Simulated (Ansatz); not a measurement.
**Compressing TaN: a fit and a missing row**

TaN, Fm-3m, a = 4.397 Å. This isn't the usual stable structure of the compound. Ansatz: r2SCAN, PAW, 500 eV, Γ-centred 16×16×16 mesh on 2 atoms, Gaussian smearing 0.10 eV; no spin polarisation. Symmetry fixes shape and atoms, so the cell is only scaled; pressure is positive in compression.

| V (Å³/atom) | P (GPa) |
| --- | --- |
| 9.985 | 24.90 |
| 10.304 | ? |
| 10.623 | 0.00 |
| 10.942 | -9.73 |
| 11.260 | -18.01 |

Q: Take V0 = 10.623 Å³/atom, fit the third-order Birch–Murnaghan form to the other rows, and predict the missing pressure.

A: With the Eulerian strain f = ½[(V0/V)^(2/3) − 1] and y = P/[3f(1 + 2f)^(5/2)], the form is the line y = B0 + 1.5 B0 (B0′ − 4) f. Rows (f, y): 0.02108, 355.1; -0.00977, 348.8; -0.01904, 347.4. Means f = -0.002577, y = 350.43; Σ(Δf)² = 0.0008824, ΣΔfΔy = 0.1721; the slope is their ratio. y = 350.9 + 195.0 f GPa, so B0 = 350.9 GPa and B0′ = 4 + 2 × (195.0)/(3 × 350.9) = 4.37. At V = 10.304, f = 0.01027, y = 352.90 and P = 11.44 GPa. The run gave 11.44 GPa, the same to the digits shown.

Spin–orbit coupling is left out, which can shift energies with elements as heavy as these.